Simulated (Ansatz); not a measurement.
# Density of states of Ru

```xyz
2
Lattice="0.0000 2.7270 2.7270 2.7270 0.0000 2.7270 2.7270 2.7270 0.0000" Properties=species:S:1:pos:R:3 pbc="T T T"
Ru    0.0000    0.0000    0.0000
Ru    1.3635    1.3635    1.3635
```

The conventional cell has a = 5.454 Å, b = 5.454 Å, c = 5.454 Å, α = 90.00°, β = 90.00°, γ = 90.00°. Ru (atom 1) is surrounded by 4 Ru at 2.36 Å.

The structure comes from a relaxation in the same program, started in the diamond type, and has space group Fd-3m. Whether it is a known phase or the ground state wasn't checked.

Theory: Ansatz 0.2.0, DFT, PBE, all-electron LAPW, scalar-relativistic.

The runs use a Γ-centred 10×10×10 k mesh, Fermi–Dirac smearing of 0.03 eV, basis error target 0.5 meV/atom, no spin polarisation.

**Question.** Which of the resolved shells contributes most within 0.3 eV of the Fermi level?

**Answer.** Ru 4d, with 94 % of all states there; Ru 5s follows with 3 %.

**Question.** Where is the centre of the filled Ru 4d states between -14 eV and the top of the filled states?

**Answer.** -2.65 eV from the Fermi level.

**Question.** Tabulate the density of states.

**Answer.** States per eV and cell, averaged over 0.4 eV, from -5.4 to 3.6 eV, with energies (bin centres) from the Fermi level; empty bins are left out. The partial columns, the largest 4 alone, are projections on Löwdin-orthogonalised atomic shells (those that the program's projection atoms carry: the occupied ones and, for some elements, an empty d or f shell; other empty shells have no column), summed over atoms of an element. Weights on diffuse s and p shells depend on that basis and aren't pure angular character.
```csv
E (eV),total,Ru 4d,Ru 5s,Ru 4p,Ru 4s
-5.3,0.07,0.00,0.06,0.00,0.00
-4.9,0.18,0.01,0.17,0.00,0.01
-4.5,3.97,3.62,0.32,0.01,0.01
-4.1,4.99,4.47,0.48,0.02,0.01
-3.7,2.29,2.16,0.11,0.01,0.00
-3.3,5.34,5.07,0.24,0.02,0.01
-2.9,5.07,4.26,0.74,0.02,0.03
-2.5,4.14,3.58,0.52,0.02,0.02
-2.1,2.76,2.44,0.28,0.02,0.00
-1.7,2.32,2.02,0.25,0.02,0.00
-1.3,2.87,2.53,0.26,0.02,0.00
-0.9,1.91,1.65,0.19,0.01,0.00
-0.5,2.62,2.37,0.16,0.01,0.00
-0.1,2.04,1.94,0.05,0.01,0.00
0.3,1.43,1.24,0.14,0.01,0.00
0.7,1.24,0.88,0.28,0.01,0.00
1.1,2.43,2.09,0.23,0.01,0.00
1.5,3.04,2.73,0.19,0.01,0.00
1.9,4.25,3.98,0.17,0.01,0.00
2.3,1.42,1.08,0.25,0.00,0.00
2.7,0.40,0.17,0.18,0.00,0.00
3.1,0.74,0.28,0.40,0.00,0.01
3.5,0.98,0.28,0.54,0.00,0.01
```
